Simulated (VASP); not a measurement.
Write the native input for VASP 6.6.1 that does the following.

| Item | Value |
| --- | --- |
| Task | single point |
| Functional | PBE |
| Potentials or basis | VASP PAW PBE potentials, release 64 (Li_sv) |
| Cutoff | 520 eV |
| k mesh | 3 × 3 × 3 |
| Occupations | gaussian, width 0.1 eV |
| Spin | no spin polarisation |
| Dipole correction | no |
| Further INCAR settings | ALGO = Fast; EDIFF = 1e-07; NBANDS = 20 |

The structure of Li (a cell with a defect) lies in POSCAR:

```
Li
1.0
   -3.4453500000      3.4453500000      3.4453500000
    3.4453500000     -3.4453500000      3.4453500000
    3.4453500000      3.4453500000     -3.4453500000
Li
7
Direct
   -0.0046839944      0.0002099932      0.4578006589
   -0.0034343390      0.4920941269     -0.0092170607
    0.0007100875      0.5163497177      0.4985853397
    0.4961127317      0.0013658990     -0.0059970685
    0.5081588228     -0.0003288490      0.4940377610
    0.4836974473      0.4848913753     -0.0180209558
    0.5048970351      0.5076192549      0.4982962544
```

The input as run:

INCAR

```
PREC = Accurate ; ENCUT = 520
EDIFF = 1E-7 ; ISMEAR = 0
SIGMA = 0.1 ; LREAL = False
LASPH = True ; NELM = 100
ALGO = Fast ; ISIF = 2
LWAVE = False ; LCHARG = False
GGA = PE ; NBANDS = 20
```

KPOINTS

```
Automatic mesh
0
Gamma
  3 3 3
```

Potentials or basis: VASP PAW PBE potentials, release 64 (Li_sv).

Command:

```bash
$ cat potpaw_PBE.64/Li_sv/POTCAR > POTCAR
$ mpirun -np 1 vasp_std > vasp.out
```

Results of the run:

```
Largest force          : 0.041 eV/Å
Band gap on the k mesh : none (metal or under the smearing width)
```

Caveat: the k mesh is coarse (spacing up to 0.43 Å⁻¹), so the values aren't converged.

Wall time 3.4 min on 1 thread of AMD EPYC 7571 (shared host), peak memory 0.27 GiB.
